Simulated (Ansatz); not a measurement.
# Gallium (simple cubic) across density functionals

All rows: Ansatz, plane waves with scalar-relativistic PAW, 420 eV (500 eV for the SCAN forms), relaxed under each functional, no dispersion correction, no zero-point motion. B₀ comes from uniform scaling at fixed shape; a dash is a value not given.

```json
{"functional": "PBE", "V (Å³/atom)": "20.16", "cell": "a = 2.722 Å", "B₀ (GPa)": "47", "magnetic state": "spin not included", "ΔE to alpha-Ga (Cmce) (meV/atom)": "83"}
{"functional": "r²SCAN", "V (Å³/atom)": "19.05", "cell": "a = 2.671 Å", "B₀ (GPa)": "57", "magnetic state": "spin not included", "ΔE to alpha-Ga (Cmce) (meV/atom)": "146"}
{"functional": "PBEsol", "V (Å³/atom)": "18.79", "cell": "a = 2.658 Å", "B₀ (GPa)": "57", "magnetic state": "spin not included", "ΔE to alpha-Ga (Cmce) (meV/atom)": "87"}
{"functional": "LDA", "V (Å³/atom)": "18.08", "cell": "a = 2.625 Å", "B₀ (GPa)": "63", "magnetic state": "spin not included", "ΔE to alpha-Ga (Cmce) (meV/atom)": "88"}
{"functional": "revPBE", "V (Å³/atom)": "20.80", "cell": "a = 2.750 Å", "B₀ (GPa)": "42", "magnetic state": "spin not included", "ΔE to alpha-Ga (Cmce) (meV/atom)": "83"}
{"functional": "RPBE", "V (Å³/atom)": "21.08", "cell": "a = 2.762 Å", "B₀ (GPa)": "40", "magnetic state": "spin not included", "ΔE to alpha-Ga (Cmce) (meV/atom)": "83"}
```

(1) What does BLYP give?

Answers

(1) V (Å³/atom): 22.69; cell: a = 2.831 Å; B₀ (GPa): 29; magnetic state: spin not included; ΔE to alpha-Ga (Cmce) (meV/atom): 65.
